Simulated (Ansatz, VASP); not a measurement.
# Sc in VASP and in Ansatz

Contents of INCAR:

```
SYSTEM = Sc
PREC = Accurate
ENCUT = 520
EDIFF = 1E-6
ISMEAR = 0
SIGMA = 0.15
LREAL = .FALSE.
LASPH = .TRUE.
NELM = 100
ALGO = Normal
ISIF = 2
LWAVE = .FALSE.
LCHARG = .FALSE.
GGA = PE
NBANDS = 12
```

The input KPOINTS:

```
regular mesh
0
G
  20 20 20
  0 0 0
```

File POSCAR:

```
Sc
1.0
    0.0000000000      2.2705000000      2.2705000000
    2.2705000000      0.0000000000      2.2705000000
    2.2705000000      2.2705000000      0.0000000000
Sc
1
Direct
    0.0000000000      0.0000000000      0.0000000000
```

Input for Ansatz:

```yaml
crystal:
  lattice:
    - [0.0, 2.2705, 2.2705]
    - [2.2705, 0.0, 2.2705]
    - [2.2705, 2.2705, 0.0]
  atoms:
    - { symbol: Sc, position: [0.0, 0.0, 0.0] }
basis:
  ecutwfc: 420
kpoints:
  mp_grid: { grid: [20, 20, 20] }
hamiltonian:
  xc: pbe
scf:
  occupations: { method: gaussian, width: 0.15 }
output:
  forces: true
  stress: true
  eigenvalues: true
```

This isn't the form of Sc at room conditions, which is hcp.

Alike in both runs: task single point; functional PBE; k mesh 20 × 20 × 20; occupations gaussian, width 0.15 eV; no spin polarisation.

|  | VASP | Ansatz |
| --- | --- | --- |
| version | VASP 6.6.1 | Ansatz 0.2.0 |
| potentials or method | VASP PAW PBE potentials, release 64 (Sc_sv) | scalar-relativistic, plane waves, PAW |
| plane-wave cutoff (eV) | 520 | 420 |
| valence electrons in the cell | 11 | 11 |

Ansatz gave:

```
gap on the k mesh at the Fermi level (eV) : none
pressure (GPa)                            : 2.9
```

Problem. What did VASP give for the same quantities?

Solution. gap on the k mesh at the Fermi level (eV): none; pressure (GPa): 3.0.

A gap of «none» marks a metal or a gap that the smearing closes.
